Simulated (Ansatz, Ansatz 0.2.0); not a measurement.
# Lattice constant of CsCl-type AgGd: r2SCAN compared with PBEsol and LDA

## The question

AgGd is an ordered metallic compound with the CsCl structure, so one length, the cubic lattice constant, fixes the whole cell. The value I compare with is a = 3.65 Å, from a printed reference work on lattice constants of cubic crystal structure types. It is a compiled value; the method, temperature and sample are not given with it. I take it to be a rounded room-temperature X-ray result, which is my own reading. Margins below its last digit decide nothing. The diffraction structure from the Crystallography Open Database, from which the relaxations start, has a = 3.653 Å and agrees with the compiled value within that rounding. From general knowledge, the compound is paramagnetic at room temperature and antiferromagnetic below its Néel temperature, with large localized 4f moments on Gd.

| compared with | measured | source's wording or label | method |
| --- | --- | --- | --- |
| a (Å) | 3.65 | cubic lattice constant | compiled value, method not stated |

Conditions are those given with the value in the passage it was taken from; "not stated" means there, and the paper may say more elsewhere. The values are a selection: others may have been left out beforehand as unlike or outlying.

## How to go about it

The aim is a within 1 % of the compiled value. That is wide enough to absorb the rounding and the thermal expansion missing from a static calculation, which I put at a few tenths of a per cent, and still narrow enough to expose the usual overbinding of LDA in such metals.

The model is the two-atom primitive cell with ferromagnetic order, a collinear stand-in for the paramagnet. The half-filled 4f shell of Gd has almost no orbital moment, so a collinear treatment without spin-orbit coupling is a reasonable start. What matters more is that the 4f electrons stay localized and do not add spurious bonding. I go straight to r2SCAN, which reduces the self-interaction error without a chosen U and usually gives sound metallic volumes. Plain LDA would be cheaper, but I expect it to make the cell too small. I will test the k mesh at the r2SCAN level and then set a +U calculation beside it, as a different way of treating the 4f shell.

Plain PBE isn't shown in this study.

System: AgGd, CsCl structure; Pm-3m (No. 221), 2 atoms in the primitive cell; the database structure is a diffraction structure: a = 3.653 Å; structure from the Crystallography Open Database.

On the selection of runs and values: Further runs on this system are not shown.

## 1. r2SCAN with two k meshes

The 10x10x10 relaxation is the one I mean to judge by. The 6x6x6 run goes with it to show how strongly the lattice constant depends on the sampling of the Fermi surface. I expect a close to the measured value, a small mesh effect, and a Gd moment near the seven μB of a half-filled 4f shell.

**Run 1.** Ansatz 0.2.0: r2SCAN, ferromagnetic start, cell and atoms relaxed from the database structure, PAW set soft_2, cutoff 500 eV (default), 10x10x10 k mesh, Gaussian smearing 0.1 eV.

Key lines of the input:
```
crystal:
  # lattice and atoms, with starting spins
kpoints:
  mp_grid: { grid: [10, 10, 10] }
hamiltonian:
  xc: r2scan
scf:
  occupations: { method: gaussian, width: 0.1 }
output:
  forces: true
  stress: true
magnetization:
  spin_polarized: true
relax:
  adjacent_minimum: "off"
  f_tol: 0.005
  max_steps: 60
  cell: { stress_tol: 0.03 }
```

Command:
```
ansatz run input.yaml --threads 4 --pin off --max-ram 8192MiB --backend cpu --events-out ev --progress --plain --runs-dir out
```

Selected lines of the output:
```
    - [3.6495559324076434, 0.0, 0.0]
Magnetization: 7.6226 μB (22.3113 up, 14.6887 down)
```

Converged; 22 s on 4 cores of Arm Neoverse V2, shared host.

**Run 2.** Ansatz 0.2.0: r2SCAN, ferromagnetic start, cell and atoms relaxed from the database structure, PAW set soft_2, cutoff 500 eV (default), 6x6x6 k mesh, Gaussian smearing 0.1 eV.

Key lines of the input, as changed from run 1:
```diff
  kpoints:
-   mp_grid: { grid: [10, 10, 10] }
+   mp_grid: { grid: [6, 6, 6] }
```

Selected lines of the output:
```
    - [3.6567956235435553, 0.0, 0.0]
Magnetization: 7.3493 μB (22.1746 up, 14.8254 down)
```

Converged; 9.5 s, same machine.

| quantity | run 1 | run 2 | measured |
| --- | --- | --- | --- |
| a (Å) | 3.650 | 3.657 | 3.65 |
| net moment per formula unit (μB) | 7.623 | 7.349 |  |
| size of moment on Gd (μB) | 7.266 | 7.147 |  |
| conventional cell volume (Å³) | 48.61 | 48.90 |  |

On the denser mesh r2SCAN gives a = 3.650 Å, which matches the compiled value to its last digit and is well inside the 1 % target. The coarser mesh gives a cell 0.007 Å longer, about 0.2 %. Either mesh would pass, but the closeness of the match means little when the sampling alone moves a by that much.

The spin polarization is more sensitive. The net moment rises from 7.349 to 7.623 μB on the denser mesh, and the moment in the Gd sphere rises as well. Both net moments exceed the seven μB of a half-filled 4f shell, and I ascribe the excess to polarized conduction electrons. The two runs may have settled into somewhat different electronic states, so the difference in a need not be pure sampling error. Two meshes don't establish convergence, and I use the denser one only for a verdict at the 1 % level.

## 2. PBEsol with and without U, and LDA

For scale I set PBEsol+U beside r2SCAN, with plain PBEsol to isolate what the U on Gd does to the cell. I add plain LDA to test my reason for skipping it. All three use the 10x10x10 mesh. I expect LDA to give the shortest lattice constant, and U to lengthen the PBEsol cell slightly by taking the 4f states out of the bonding.

**Run 3.** Ansatz 0.2.0: PBEsol+U (Gd 6 eV), ferromagnetic start, cell and atoms relaxed from the database structure, PAW set soft_2, cutoff 420 eV (default), 10x10x10 k mesh, Gaussian smearing 0.1 eV.

Key lines of the input, as changed from run 1:
```diff
  hamiltonian:
-   xc: r2scan
+   xc: pbesol
+   hubbard: { sites: [{ species: Gd, l: f, u_eff: 6.0 }] }
```

Selected lines of the output:
```
    - [3.6089311138620563, 0.0, 0.0]
Magnetization: 7.5884 μB (22.2942 up, 14.7058 down)
```

Converged; 25 s on 4 cores of Arm Neoverse N1, shared host. Warnings: filled_band_counts_differ_across_k_points (in short: The SCF's last iteration fills more bands at some k-points than others; expected for a known metal, but in hybrid or +U runs it may flag a wrong filling).

**Run 4.** Ansatz 0.2.0: PBEsol, ferromagnetic start, cell and atoms relaxed from the database structure, PAW set soft_2, cutoff 420 eV (default), 10x10x10 k mesh, Gaussian smearing 0.1 eV.

Key lines of the input, as changed from run 3:
```diff
  hamiltonian:
-   hubbard: { sites: [{ species: Gd, l: f, u_eff: 6.0 }] }
```

Selected lines of the output:
```
    - [3.6120961099671076, 0.0, 0.0]
Magnetization: 7.1875 μB (22.0937 up, 14.9063 down)
```

Converged; 12 s on 4 cores of Arm Neoverse V2, shared host.

**Run 5.** Ansatz 0.2.0: LDA, ferromagnetic start, cell and atoms relaxed from the database structure, PAW set soft_2, cutoff 420 eV (default), 10x10x10 k mesh, Gaussian smearing 0.1 eV.

Key lines of the input, as changed from run 1:
```diff
  hamiltonian:
-   xc: r2scan
+   xc: lda
```

Selected lines of the output:
```
    - [3.564110218055043, 0.0, 0.0]
```

Converged; 11 s, same machine.

| quantity | run 3 | run 4 | run 5 | measured |
| --- | --- | --- | --- | --- |
| a (Å) | 3.609 | 3.612 | 3.564 | 3.65 |
| net moment per formula unit (μB) | 7.588 | 7.187 | 7.164 |  |
| size of moment on Gd (μB) | 7.246 | 6.998 | 6.969 |  |
| conventional cell volume (Å³) | 47.00 | 47.13 | 45.27 |  |

LDA gives a = 3.564 Å, 2.4 % below the compiled value. This is a clear miss in the direction I expected, and it justifies skipping LDA as the level to judge by.

PBEsol and PBEsol+U both fall roughly 1 % short, just beyond the limit. The rounding of the reference alone could move either across it, so I leave both undecided.

I had the sign of the U effect wrong. Adding U on the Gd 4f shell shortens a by 0.003 Å instead of lengthening it. That is less than the change between the two r2SCAN meshes, so I draw no mechanism from it. The choice of functional matters far more here, with LDA and PBEsol about 0.05 Å apart.

U does raise the net moment, from 7.187 to 7.588 μB, close to the r2SCAN value on the same mesh. The warning in the +U run concerns band fillings that differ between k-points. That is normal for a metal, though with +U it can also flag a wrong filling. The moment gives no hint of one, but it doesn't prove that the run found the lowest state.

## The runs side by side

| run | settings | a (Å) | deviation | cost |
| --- | --- | --- | --- | --- |
| 1 | r2SCAN, cutoff 500 eV (default), 10x10x10 k mesh | 3.650 | 0.000 (−0.0 %) | 86 core-s |
| 2 | r2SCAN, cutoff 500 eV (default), 6x6x6 k mesh | 3.657 | +0.007 (+0.2 %) | under 1 core-min |
| 3 | PBEsol+U (Gd 6 eV), cutoff 420 eV (default), 10x10x10 k mesh | 3.609 | −0.041 (−1.1 %) | 1.7 core-min |
| 4 | PBEsol, cutoff 420 eV (default), 10x10x10 k mesh | 3.612 | −0.038 (−1.0 %) | under 1 core-min |
| 5 | LDA, cutoff 420 eV (default), 10x10x10 k mesh | 3.564 | −0.086 (−2.4 %) | under 1 core-min |
|  | measured | 3.65 |  |  |

Further runs on the same system, made beside this series (convergence steps with loose settings among them):

| further | settings | a (Å) | deviation | cost | status |
| --- | --- | --- | --- | --- | --- |
| F1 | r2SCAN+rVV10, PAW set soft_2, cutoff 500 eV (default), 10x10x10 k mesh | 3.626 | −0.024 (−0.6 %) | 1.8 core-min |  |
| F2 | BLYP+D3(BJ), PAW set soft_2, cutoff 420 eV (default), 10x10x10 k mesh | 3.599 | −0.051 (−1.4 %) | 98 core-s |  |
| F3 | LDA+U (Gd 6 eV) with spin-orbit coupling, cutoff 420 eV (default), 10x10x10 k mesh | 3.560 | −0.090 (−2.5 %) | 13 core-min | warnings: filled_band_counts_differ_across_k_points |
| F4 | LDA+U (Gd 6 eV), PAW set soft_2, cutoff 420 eV (default), 10x10x10 k mesh | 3.562 | −0.088 (−2.4 %) | under 1 core-min | warnings: filled_band_counts_differ_across_k_points |
| F5 | LDA+U (Gd 3 eV), PAW set soft_2, cutoff 420 eV (default), 10x10x10 k mesh | 3.558 | −0.092 (−2.5 %) | 1.9 core-min | warnings: filled_band_counts_differ_across_k_points |
| F6 | LDA, PAW set soft_2, cutoff 590 eV, 10x10x10 k mesh | 3.564 | −0.086 (−2.4 %) | 2.4 core-min |  |
| F7 | LDA, PAW set soft_2, cutoff 420 eV (default), 14x14x14 k mesh | 3.562 | −0.088 (−2.4 %) | 3.3 core-min |  |
| F8 | LDA, PAW set soft_2, cutoff 420 eV (default), 6x6x6 k mesh | 3.567 | −0.083 (−2.3 %) | under 1 core-min |  |
|  | measured | 3.65 |  |  |  |

## What the runs support

r2SCAN on the 10x10x10 mesh meets the 1 % target. It gives a = 3.650 Å against the compiled 3.65 Å, for 86 core-seconds. The exact match is partly chance: the reference is rounded, and thermal expansion would lengthen the static cell by a few tenths of a per cent. The coarser mesh shifts a by another 0.2 %. None of this threatens the pass.

Adding rVV10 shortens the cell to 3.626 Å, which also passes. Thermal expansion would bring that value closer to the reference and take plain r2SCAN slightly above it, so I don't rank the two.

LDA misses by 2.4 %, far more than thermal expansion would recover. A higher cutoff and a denser mesh leave its result almost unchanged, so the miss fits the usual LDA overbinding. PBEsol, with or without U, stays undecided at the limit, and expansion would move both towards a pass.

My main argument for r2SCAN was better localization of the 4f shell. The runs don't support it as the reason for the good cell: U changes a by less than 0.2 % in both LDA and PBEsol. Adding spin-orbit coupling to LDA+U, together with a change of potentials, matters as little. The PBEsol pair was therefore useful for showing that U is a minor matter for a, though not for the moment.

For r2SCAN, tests of the cutoff and of a mesh beyond 10x10x10 are not shown in this report, and the LDA tests can't stand in for them. The effect of replacing ferromagnetic order by an antiferromagnetic or paramagnetic state is not shown either.

[Logs are printed without paths, hosts, clocks, repeated set-up lines and the standing remarks that a program may print on its own settings, such as how far it seeks lower states.]

[The runs shown are a pick from a larger set of finished runs; failed, doubtful and other runs were left out of it ahead of writing. So were measured values far from every level or from commonly accepted values, and agreement can look better than it is. Lines of input and output are excerpts and may be shortened.]
